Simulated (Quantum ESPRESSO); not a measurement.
## Be2C: dielectric tensor with PBEsol

The system is Be2C.

```
C Be
1.0
     0.00000    2.16500    2.16500
     2.16500    0.00000    2.16500
     2.16500    2.16500    0.00000
C Be
1 2
Cartesian
  0.0000 0.0000 0.0000
  3.2475 3.2475 3.2475
  1.0825 1.0825 1.0825
```

| Quantity | Value |
| --- | --- |
| Program | Quantum ESPRESSO 7.5 |
| Task | dielectric tensor |
| Functional | PBEsol |
| Potentials or basis | PseudoDojo 0.4.1 SR PBEsol standard |
| Cutoff | 1197 eV |
| Density cutoff | 4789 eV |
| k mesh | 14 × 14 × 14, shifted |
| Occupations | fermi-dirac, width 0.05 eV |
| Spin | no spin polarisation |
| Mixing beta | 0.5 |
| Most SCF iterations | 120 |
| SCF threshold | 6e-10 Ry |

```yaml
Pressure: -2.0 GPa
Electronic_dielectric_tensor_diagonal: 7.00
Born_charges_mean_of_the_diagonal: C -3.08; Be +1.54 e
```

Levels at points of the mesh, in eV from the valence-band top:
```
           k point  band 3  band 4  band 5  band 6  band 7  band 8  band 9  band 10
(0.04, 0.04, 0.04)  -14.96   -0.17    0.00    0.00    4.23    4.23    4.31     6.79
```

Electronic dielectric tensor:
```
7.00 0.00 0.00
0.00 7.00 0.00
0.00 0.00 7.00
```

Born effective charge tensors (e):
atom 1, C
```
-3.08  0.00  0.00
 0.00 -3.08  0.00
 0.00  0.00 -3.08
```
atom 2, Be
```
1.54 0.00 0.00
0.00 1.54 0.00
0.00 0.00 1.54
```
atom 3, Be
```
1.54 0.00 0.00
0.00 1.54 0.00
0.00 0.00 1.54
```

Wall time 12 min on 1 thread of AMD EPYC 7R43 64-Core Processor (Zen 3), on a shared host, peak memory 0.14 GiB.
